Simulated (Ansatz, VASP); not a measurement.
**One calculation of Ta, two programs**

```
Ta
1.0
     0.00000    2.11229    2.11229
     2.11229    0.00000    2.11229
     2.11229    2.11229    0.00000
Ta
1
Direct
  0.00000 0.00000 0.00000
```

Alike in both runs: functional PBE; k mesh 16 × 16 × 16; occupations fermi-dirac, width 0.1 eV; no spin polarisation.

Ansatz relaxed the structure, and its values are those at the end. VASP's run is a single point on that final structure, the one shown.

```csv
,VASP,Ansatz
version,VASP 6.6.1,Ansatz 0.2.0
potentials or method,"VASP PAW PBE potentials, release 64 (Ta_pv)","PAW with Ansatz's default frozen-core files, scalar-relativistic"
plane-wave cutoff (eV),520,420
valence electrons in the cell,11,13
```

```tsv
	VASP	Ansatz	Ansatz less VASP
pressure (GPa)	0.0	0.0	-0.02
```

The two sets of potentials don't hold the same shells in valence.

Spin-orbit coupling is left out, which matters for the levels of Ta.
